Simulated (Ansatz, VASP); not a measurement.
# Cross-check of Ti15O32 (V_Ti hop (3.1 A)) between VASP and Ansatz

Aim: how closely do two programs agree when they are given the same cell, functional and k mesh? The Ansatz run is a path of several images between two structures; VASP solves its first image, and the two are compared there.

Main program and level: Ansatz 0.2.0; plane waves, with VASP 6.6.1 beside it; single point at PBEsol.

### 1. Starting point

The cell holds 47 atoms: 15 Ti and 32 O. Cell: a = 8.637 Å, b = 8.637 Å, c = 8.637 Å, α = 116.6°, β = 101.0°, γ = 111.2°. It derives from TiO2 (TiO2 (Pbcn)). Nearest the centre at fractional (0.251, 0.250, 0.501): Ti1 at 1.36 Å, O16 at 1.38 Å, O44 at 1.40 Å, O34 at 2.38 Å, O20 at 2.44 Å, O30 at 2.50 Å, O40 at 2.59 Å, Ti14 at 3.10 Å. The cell carries charge −4.

### 2. Ansatz: path of images, PBEsol

Ansatz runs on its default PAW (the set named soft_2) files.

A single point gives forces, pressure and levels at one fixed geometry, so differences don't come from the geometry; what else differs is listed under the comparison.

File input.yaml:

```yaml
crystal:
  lattice:
    - [-4.53778301, 5.49491103, 4.87894185]
    - [4.53778301, -5.49491103, 4.87894185]
    - [4.53778301, 5.49491103, -4.87894185]
  atoms:
    - { symbol: Ti, position: [0.21234877, 0.13258815, 0.56878968] }
    - { symbol: Ti, position: [0.20777887, 0.6250199, 0.08719917] }
    - { symbol: Ti, position: [0.71234706, 0.12483044, 0.08253542] }
    - { symbol: Ti, position: [0.68649054, 0.61751278, 0.57954768] }
    - { symbol: Ti, position: [0.05279826, 0.13185936, 0.91502546] }
    - { symbol: Ti, position: [0.03340545, 0.61813389, 0.42074363] }
    - { symbol: Ti, position: [0.54372349, 0.12928101, 0.4185523] }
    - { symbol: Ti, position: [0.53924397, 0.6205592, 0.91409226] }
    - { symbol: Ti, position: [0.29163131, 0.87489452, 0.91648007] }
    - { symbol: Ti, position: [0.78588452, 0.37488025, 0.9107218] }
    - { symbol: Ti, position: [0.79740306, 0.87498377, 0.42215797] }
    - { symbol: Ti, position: [0.44734575, 0.37051782, 0.08749467] }
    - { symbol: Ti, position: [0.45718991, 0.86821699, 0.58006322] }
    - { symbol: Ti, position: [0.96713612, 0.37929372, 0.57641795] }
    - { symbol: Ti, position: [0.96185567, 0.88152897, 0.08860523] }
    - { symbol: O, position: [0.35223448, 0.40822041, 0.69126345] }
    - { symbol: O, position: [0.35156892, 0.90373631, 0.17435245] }
    - { symbol: O, position: [0.84833701, 0.40510563, 0.17228855] }
    - { symbol: O, position: [0.85675059, 0.90552321, 0.67546469] }
    - { symbol: O, position: [0.40170768, 0.07648794, 0.55438019] }
    - { symbol: O, position: [0.40003466, 0.57796802, 0.05965105] }
    - { symbol: O, position: [0.89810075, 0.07113942, 0.05304367] }
    - { symbol: O, position: [0.89504902, 0.57585785, 0.55698611] }
    - { symbol: O, position: [0.23119289, 0.17400746, 0.81885159] }
    - { symbol: O, position: [0.23210164, 0.67880991, 0.32671575] }
    - { symbol: O, position: [0.7320016, 0.17202303, 0.32187692] }
    - { symbol: O, position: [0.72795747, 0.67342057, 0.82488924] }
    - { symbol: O, position: [0.01736323, 0.34479677, 0.94288767] }
    - { symbol: O, position: [0.02011629, 0.84439578, 0.45116505] }
    - { symbol: O, position: [0.53348126, 0.34174448, 0.44394649] }
    - { symbol: O, position: [0.52080845, 0.8461677, 0.94750597] }
    - { symbol: O, position: [0.48160924, 0.15324971, 0.05454877] }
    - { symbol: O, position: [0.50010886, 0.68034618, 0.5697509] }
    - { symbol: O, position: [0.98081443, 0.15573469, 0.55354986] }
    - { symbol: O, position: [0.98079417, 0.65334605, 0.05265817] }
    - { symbol: O, position: [0.26402065, 0.31572811, 0.15382777] }
    - { symbol: O, position: [0.27049935, 0.82631394, 0.67795812] }
    - { symbol: O, position: [0.76700519, 0.32144044, 0.67399967] }
    - { symbol: O, position: [0.77080873, 0.8229997, 0.17793528] }
    - { symbol: O, position: [0.08852302, 0.43441523, 0.44821724] }
    - { symbol: O, position: [0.10168215, 0.92348351, 0.94376898] }
    - { symbol: O, position: [0.60257975, 0.42843833, 0.9451816] }
    - { symbol: O, position: [0.60509513, 0.92688988, 0.44756374] }
    - { symbol: O, position: [0.13941891, 0.06926631, 0.31943956] }
    - { symbol: O, position: [0.15152106, 0.59668033, 0.82810745] }
    - { symbol: O, position: [0.64951024, 0.09649253, 0.82713516] }
    - { symbol: O, position: [0.64795378, 0.59416623, 0.32479792] }
total_charge: -4
basis:
  ecutwfc: 420
  xc_grid: 2
hamiltonian:
  xc: pbesol
kpoints:
  mp_grid: { grid: [1, 1, 1], shift: [0.25, 0.25, 0.25] }
scf:
  occupations: { method: fixed }
  max_iter: 150
output:
  forces: true
neb:
  images: 3
  f_tol: 0.04
  climbing: true
  initial_path: idpp
  max_iterations: 45
  order_check: false
  final_atoms:
    - { symbol: Ti, position: [0.28718214, 0.36631154, 0.43151051] }
    - { symbol: Ti, position: [0.20763605, 0.62407482, 0.08371669] }
    - { symbol: Ti, position: [0.71361694, 0.1241309, 0.08967957] }
    - { symbol: Ti, position: [0.70213707, 0.62417869, 0.57837021] }
    - { symbol: Ti, position: [0.0523898, 0.12860062, 0.91291185] }
    - { symbol: Ti, position: [0.04212736, 0.63069349, 0.42034719] }
    - { symbol: Ti, position: [0.53224463, 0.11959714, 0.42378543] }
    - { symbol: Ti, position: [0.53759386, 0.61749481, 0.91165047] }
    - { symbol: Ti, position: [0.29181614, 0.87430136, 0.91318721] }
    - { symbol: Ti, position: [0.78697919, 0.37394193, 0.91770587] }
    - { symbol: Ti, position: [0.81334467, 0.88187546, 0.421117] }
    - { symbol: Ti, position: [0.44688775, 0.3675415, 0.08542302] }
    - { symbol: Ti, position: [0.46587467, 0.88078858, 0.57942196] }
    - { symbol: Ti, position: [0.95588671, 0.3698549, 0.58207185] }
    - { symbol: Ti, position: [0.9601822, 0.87834825, 0.08627513] }
    - { symbol: O, position: [0.36002271, 0.42962742, 0.68086939] }
    - { symbol: O, position: [0.34803266, 0.90253754, 0.17238796] }
    - { symbol: O, position: [0.84997308, 0.40249054, 0.17316525] }
    - { symbol: O, position: [0.85155879, 0.90486623, 0.67573828] }
    - { symbol: O, position: [0.4110797, 0.06491841, 0.55232376] }
    - { symbol: O, position: [0.39759276, 0.57536915, 0.0563331] }
    - { symbol: O, position: [0.8968626, 0.07060953, 0.05528852] }
    - { symbol: O, position: [0.89447755, 0.57220902, 0.55294739] }
    - { symbol: O, position: [0.23554944, 0.18335032, 0.84644529] }
    - { symbol: O, position: [0.22898354, 0.6728324, 0.32241357] }
    - { symbol: O, position: [0.73269738, 0.17762017, 0.32651823] }
    - { symbol: O, position: [0.72886247, 0.67610572, 0.82254723] }
    - { symbol: O, position: [0.0178283, 0.34571968, 0.94581351] }
    - { symbol: O, position: [-0.00063912, 0.81865714, 0.43056506] }
    - { symbol: O, position: [0.51890081, 0.34339433, 0.44684835] }
    - { symbol: O, position: [0.51863637, 0.84575539, 0.94778083] }
    - { symbol: O, position: [0.48219692, 0.15446451, 0.05750103] }
    - { symbol: O, position: [0.47950338, 0.65471458, 0.54937715] }
    - { symbol: O, position: [0.96644658, 0.15759438, 0.55687588] }
    - { symbol: O, position: [0.97864789, 0.65282053, 0.05285691] }
    - { symbol: O, position: [0.26827725, 0.32492989, 0.18143176] }
    - { symbol: O, position: [0.26737309, 0.82034961, 0.67364192] }
    - { symbol: O, position: [0.76772505, 0.32706899, 0.67860854] }
    - { symbol: O, position: [0.77159154, 0.8257469, 0.17564248] }
    - { symbol: O, position: [0.09793997, 0.42256524, 0.44614755] }
    - { symbol: O, position: [0.09960405, 0.92124187, 0.94095446] }
    - { symbol: O, position: [0.60135783, 0.42796377, 0.94730332] }
    - { symbol: O, position: [0.60453863, 0.92339862, 0.44357935] }
    - { symbol: O, position: [0.14730387, 0.09071175, 0.30904897] }
    - { symbol: O, position: [0.14802068, 0.59547255, 0.82610671] }
    - { symbol: O, position: [0.65096019, 0.09380055, 0.82800645] }
    - { symbol: O, position: [0.64277701, 0.5936655, 0.32500396] }
```

Started as:

```sh
$ ansatz run input.yaml --threads 4 --pin off --max-ram 14131MiB --backend cpu --events-out ev --progress --plain --runs-dir out
```

Numbers of over 12 decimals in the logs are rounded to 6 here.

The program printed:

```text
Warning: neb: disabling space-group detection — the band's intermediate images generally break the endpoint symmetry, so the full k-mesh is solved, and no spatial operation symmetrises the density, except that a semilocal band can use its path's symmetry ahead of convergence
Engine: ansatz 0.2.0, aarch64-unknown-linux-gnu
Pseudopotentials: kind: paw
Pseudopotential: Ti, paw, valence charge 12, recommended cutoff 420 eV (normal), Ti.paw.azcp
Pseudopotential: O, paw, valence charge 6, recommended cutoff 420 eV (normal), O.paw.azcp
Functional definition: PBEsol
  exchange = pbesol_x
  correlation = pbesol_c
parallel-image band execution: 3 concurrent image workers
NEB image 0
Crystal: 47 atoms, lattice volume = 486.620 Å³
Basis set: ecut = 420 eV, 9557 PW (Γ), exchange–correlation on 120×120×120 points (8 copies of the dense FFT grid, shifted against one another)
Bands: 235, of which v1, the nominal top of the filled ones, is band 188 counted from 1 (187 counted from 0)
Symmetry: 1 space group operations
k-points: 1
Non-local potential: Ti, projectors of the file, l = 0: 3, l = 1: 2, l = 2: 3, l = 3: 1
Non-local potential: O, projectors of the file, l = 0: 2, l = 1: 2, l = 2: 1
PAW form: soft (Blöchl's): semilocal exchange-correlation on the pseudo side does not see the compensation charge
PAW frozen core: Ti, regenerated for the run's functional, and the local potential with it (the file was generated under x = pbe(κ = 0.804, μ = 0.219515), c = pbe(β = 0.066725))
PAW frozen core: O, regenerated for the run's functional, and the local potential with it (the file was generated under x = pbe(κ = 0.804, μ = 0.219515), c = pbe(β = 0.066725))
PAW one-centre angular grid: Ti, 590 points (default); XC on 64 Gauss nodes
PAW one-centre angular grid: O, 110 points (default); XC on 64 Gauss nodes
Initial density: superposition of atomic densities (neutral atoms scaled as one to the charged cell's electrons: chi_scale 0, normalization atom), corrected by the library's trained network
Initial wavefunctions: pseudopotential atomic-orbital guess
Functional: x = pbesol(κ = 0.804, μ = 0.123457), c = pbesol(β = 0.046)
SCF iter   1: F=—  HF=-55076.152356 eV  |F-HF|=—  |Δ(HF+E_count)|=         —  Δρ=3.05e-2  dr2=3.92e0  ethr=1.77e-3  ⟨swp⟩=4.0  Hψ=727  notcnv=0  defer=41
preconditioner: auto → Resta (q_TF=auto, 2.614 Å⁻¹)  ε∞=8.3  [insulator: Δε(μ)=3.178 eV  Ē_g=10.002 eV  n_scr=150 (ndim 8)  ℏωp=26.9 eV  f_vac=0.028  ε∞_Penn≈8.3]
SCF iter   2: F=—  HF=-55074.925335 eV  |F-HF|=—  |Δ(HF+E_count)|=    1.23e0  Δρ=1.19e-2  dr2=6.21e-1  ethr=1.04e-3  ⟨swp⟩=2.0  Hψ=360  notcnv=0  defer=34
SCF iter   3: F=—  HF=-55074.785681 eV  |F-HF|=—  |Δ(HF+E_count)|=   1.40e-1  Δρ=5.70e-3  dr2=2.19e-1  ethr=1.65e-4  ⟨swp⟩=2.0  Hψ=332  notcnv=0  defer=42
SCF iter   4: F=—  HF=-55074.762237 eV  |F-HF|=—  |Δ(HF+E_count)|=   2.34e-2  Δρ=2.11e-3  dr2=2.26e-2  ethr=5.83e-5  ⟨swp⟩=2.0  Hψ=303  notcnv=0  defer=43
SCF iter   5: F=—  HF=-55074.764930 eV  |F-HF|=—  |Δ(HF+E_count)|=   2.69e-3  Δρ=1.47e-3  dr2=1.05e-2  ethr=6.02e-6  ⟨swp⟩=3.0  Hψ=340  notcnv=0  defer=45
SCF iter   6: F=—  HF=-55074.763589 eV  |F-HF|=—  |Δ(HF+E_count)|=   1.34e-3  Δρ=3.76e-4  dr2=1.24e-3  ethr=2.79e-6  ⟨swp⟩=2.0  Hψ=299  notcnv=0  defer=45
SCF iter   7: F=—  HF=-55074.764009 eV  |F-HF|=—  |Δ(HF+E_count)|=   4.20e-4  Δρ=2.48e-4  dr2=4.38e-4  ethr=3.29e-7  ⟨swp⟩=2.0  Hψ=299  notcnv=0  defer=45
SCF iter   8: F=—  HF=-55074.764099 eV  |F-HF|=—  |Δ(HF+E_count)|=   9.04e-5  Δρ=8.42e-5  dr2=4.30e-5  ethr=1.17e-7  ⟨swp⟩=2.0  Hψ=299  notcnv=0  defer=36
SCF iter   9: F=—  HF=-55074.763587 eV  |F-HF|=—  |Δ(HF+E_count)|=   5.13e-4  Δρ=7.04e-5  dr2=2.71e-5  ethr=1.14e-8  ⟨swp⟩=2.0  Hψ=360  notcnv=0  defer=35
SCF iter  10: F=—  HF=-55074.763587 eV  |F-HF|=—  |Δ(HF+E_count)|=   4.43e-7  Δρ=2.93e-5  dr2=5.40e-6  ethr=7.19e-9  ⟨swp⟩=2.0  Hψ=319  notcnv=0  defer=35
SCF iter  11: F=—  HF=-55074.763589 eV  |F-HF|=—  |Δ(HF+E_count)|=   1.85e-6  Δρ=1.01e-5  dr2=7.76e-7  ethr=1.44e-9  ⟨swp⟩=2.0  Hψ=303  notcnv=0  defer=35
SCF iter  12: F=—  HF=-55074.763589 eV  |F-HF|=—  |Δ(HF+E_count)|=   4.14e-7  Δρ=8.23e-6  dr2=4.01e-7  ethr=2.06e-10  ⟨swp⟩=2.0  Hψ=303  notcnv=0  defer=35
SCF iter  13: F=—  HF=-55074.763589 eV  |F-HF|=—  |Δ(HF+E_count)|=   3.38e-8  Δρ=4.53e-6  dr2=1.24e-7  ethr=1.07e-10  ⟨swp⟩=2.0  Hψ=303  notcnv=0  defer=35
SCF iter  14: F=-55074.763589 eV  HF=-55074.763589 eV  |F-HF|=4.11e-9  |Δ(HF+E_count)|=   1.56e-8  Δρ=1.30e-6  dr2=8.95e-9  ethr=2.66e-11  ⟨swp⟩=4.0  Hψ=673  notcnv=0
SCF 1 converged in 14 iterations: F = -55074.763589 eV  dr2 = 8.95e-9
  greatest PAW one-centre occupation: 0.999 electrons in one spin orbital (limit 2), on the Ti atom at site 10 (counted from 0), in its partial waves of l = 0
NSCF: frozen V_eff on 1 k-points
NEB image 4
[...]
atom  14  Ti     0.00042658     0.00207881     0.00425689
  atom  15  Ti     0.00562867    -0.00018331    -0.00682665
  atom  16  O      0.00170834    -0.00014085     0.00799901
  atom  17  O     -0.00021809    -0.00098235     0.00035993
  atom  18  O      0.00048194     0.00043055     0.00063024
  atom  19  O      0.00024555     0.00171438     0.00040592
  atom  20  O     -0.00144163     0.00231502    -0.00264095
  atom  21  O      0.00052885    -0.00022474     0.00079413
  atom  22  O     -0.00000767    -0.00055315     0.00274043
  atom  23  O     -0.00170961     0.00176608    -0.00013586
  atom  24  O     -0.00025761    -0.00075688     0.00188141
  atom  25  O     -0.00151274    -0.00245821    -0.00240674
  atom  26  O     -0.00094931    -0.00126867     0.00025416
  atom  27  O      0.00021342     0.00186996     0.00117770
  atom  28  O      0.00107349    -0.00001071     0.00038454
  atom  29  O     -0.00019839    -0.00135228    -0.00134119
  atom  30  O      0.00004186     0.00063084    -0.00000792
  atom  31  O     -0.00047475     0.00132176     0.00068895
  atom  32  O     -0.00043732     0.00097352     0.00053503
  atom  33  O     -0.00400658     0.00180541    -0.00160004
  atom  34  O      0.00190230    -0.00518854    -0.00489456
  atom  35  O     -0.00020064    -0.00024555    -0.00019659
  atom  36  O      0.00115875     0.00158004    -0.00088089
  atom  37  O     -0.00114197     0.00000903    -0.00100102
  atom  38  O      0.00045080     0.00100348    -0.00200654
  atom  39  O     -0.00156799    -0.00010189     0.00349340
  atom  40  O     -0.00418814     0.01317727    -0.00867592
  atom  41  O     -0.00234387     0.00050938     0.00462056
  atom  42  O      0.00049517     0.00005491    -0.00068453
  atom  43  O      0.00018112    -0.00040408    -0.00076966
  atom  44  O     -0.00447598     0.00222780     0.00023439
  atom  45  O     -0.00004201    -0.00146808     0.00104715
  atom  46  O     -0.00339624    -0.00141868    -0.00212565
  atom  47  O      0.00029099     0.00115796    -0.00055352
  max |Σ_I F_I| component: 8.14e-5 eV/Å
--- Band table (eV) ---
  k-point 0: bands = [... 184 lower, 8.1290, 8.1832, 8.2128, 8.2697, 11.1936, 11.2567, 11.2766, 11.3632, ... 43 higher]
this run last wrote the band of iteration 24 to <dir>
--- NEB band (5 images, 24 band iterations, 708 SCF iterations) ---
  forward barrier  = 1.963903 eV
  backward barrier = 1.963983 eV
  climbing image's point = of an order that was not read
  energies are F+E_penalty+E_count in eV, relative to image 0
  image     s (Å)  Δ vs image 0  max|band force component| (eV/Å)
      0    0.0000      0.000000                                 —
      1    0.7812      1.019027                          6.797e-3
  *   2    1.5624      1.963903                          1.288e-2
      3    2.8331      1.718280                          3.026e-2
      4    4.1040     -0.000080                                 —
  climbing-image geometry (image 2):
  cell:  # Å, volume = 486.6201 Å³
    - [-4.53778301, 5.49491103, 4.87894185]
    - [4.53778301, -5.49491103, 4.87894185]
    - [4.53778301, 5.49491103, -4.87894185]
  atoms:
    - { symbol: Ti, position: [0.170466, 0.223507, 0.521624] }
    - { symbol: Ti, position: [0.208188, 0.622051, 0.082482] }
    - { symbol: Ti, position: [0.720130, 0.129516, 0.089396] }
    - { symbol: Ti, position: [0.671684, 0.616679, 0.571246] }
    - { symbol: Ti, position: [0.058370, 0.132979, 0.907373] }
    - { symbol: Ti, position: [0.042960, 0.650577, 0.420613] }
    - { symbol: Ti, position: [0.529465, 0.123569, 0.420906] }
    - { symbol: Ti, position: [0.559461, 0.638392, 0.936717] }
    - { symbol: Ti, position: [0.298075, 0.871320, 0.916302] }
    - { symbol: Ti, position: [0.788918, 0.375881, 0.918195] }
    - { symbol: Ti, position: [0.789498, 0.867847, 0.420734] }
    - { symbol: Ti, position: [0.437269, 0.358215, 0.075643] }
    - { symbol: Ti, position: [0.458009, 0.884095, 0.583370] }
    - { symbol: Ti, position: [0.942895, 0.389244, 0.578093] }
    - { symbol: Ti, position: [0.961223, 0.871787, 0.066384] }
    - { symbol: O, position: [0.385664, 0.432951, 0.703954] }
    - { symbol: O, position: [0.350176, 0.899784, 0.168134] }
    - { symbol: O, position: [0.857087, 0.406481, 0.179058] }
    - { symbol: O, position: [0.855177, 0.901444, 0.669162] }
    - { symbol: O, position: [0.406882, 0.072563, 0.553327] }
    - { symbol: O, position: [0.404589, 0.582812, 0.062667] }
    - { symbol: O, position: [0.900756, 0.070894, 0.053289] }
    - { symbol: O, position: [0.902618, 0.575174, 0.548765] }
    - { symbol: O, position: [0.236510, 0.184850, 0.825757] }
    - { symbol: O, position: [0.229901, 0.673713, 0.323981] }
    - { symbol: O, position: [0.731155, 0.174852, 0.323257] }
    - { symbol: O, position: [0.735314, 0.678226, 0.825568] }
    - { symbol: O, position: [0.017945, 0.345976, 0.943755] }
    - { symbol: O, position: [0.013212, 0.842936, 0.436094] }
    - { symbol: O, position: [0.533171, 0.343528, 0.443251] }
    - { symbol: O, position: [0.524248, 0.847745, 0.949011] }
    - { symbol: O, position: [0.481148, 0.149703, 0.051243] }
    - { symbol: O, position: [0.498001, 0.683491, 0.568033] }
    - { symbol: O, position: [0.964418, 0.159042, 0.568033] }
    - { symbol: O, position: [0.981591, 0.652679, 0.051792] }
    - { symbol: O, position: [0.261595, 0.312791, 0.153889] }
    - { symbol: O, position: [0.264175, 0.814294, 0.668675] }
    - { symbol: O, position: [0.764706, 0.323837, 0.678132] }
    - { symbol: O, position: [0.782071, 0.833076, 0.182398] }
    - { symbol: O, position: [0.103542, 0.381361, 0.465630] }
    - { symbol: O, position: [0.101903, 0.917411, 0.930237] }
    - { symbol: O, position: [0.611724, 0.435139, 0.955383] }
    - { symbol: O, position: [0.601458, 0.925555, 0.442500] }
    - { symbol: O, position: [0.156494, 0.065402, 0.293989] }
    - { symbol: O, position: [0.148348, 0.594284, 0.828531] }
    - { symbol: O, position: [0.651537, 0.097090, 0.830110] }
    - { symbol: O, position: [0.645228, 0.593659, 0.323008] }
```

Reading the cycles: dr2 is the Hartree energy of the density residual (eV), the measure of convergence; HF is the Harris–Foulkes estimate of the energy, which meets the free energy F at convergence.

(Part 1 of 4 ends here.)

[Lines on the potential files, build, host, timing and source positions are cut from VASP's logs without a mark.]

[Logs are printed without paths, hosts, clocks, repeated set-up lines and the standing remarks that a program may print on its own settings, such as how far it seeks lower states.]

[Hosts, paths, dates, database ids (printed as entryN), source tags and the programs' standing remarks are cut or masked in the printed files.]
